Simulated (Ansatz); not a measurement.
Ca: changing the dispersion correction

The cell as given:

It takes space group Im-3m (No. 229, cubic). The conventional cell has a = 4.480 Å, b = 4.480 Å, c = 4.480 Å, α = 90.00°, β = 90.00°, γ = 90.00°. Ca (site symmetry m-3m) has 8 Ca at 3.88 Å as nearest neighbours.

This isn't the form of Ca at room conditions, which is fcc.

The cell was measured well above room temperature.

Kept alike: task relaxation of cell and atoms; functional BLYP; k mesh 8 × 8 × 8; occupations fermi-dirac, width 0.05 eV; no spin polarisation. Program: Ansatz, Ansatz PAW, cutoff 420 eV. The mesh is that of the run's cell of 1 atom. No spin-orbit coupling.

| dispersion correction | volume (Å³/atom) |
| --- | --- |
| D4 | 40.017 |
| none | 42.125 |

The relaxations keep at least the cell's symmetry (Im-3m). For a metal such a mesh leaves the last digits unconverged. Relaxations stop with a little pressure left, so the last digits of a volume or edge aren't settled. Runs of this series that gave no sound value for these columns are left out. All rows use potentials made for PBE.

Task: What does the dispersion correction change here?

Result: The volume runs from 40.017 (D4) to 42.125 Å³/atom (none). Against no correction: D4 -5.0 %. Dispersion terms mostly attract and so lower the volume; the schemes' coefficients and damping set how far.
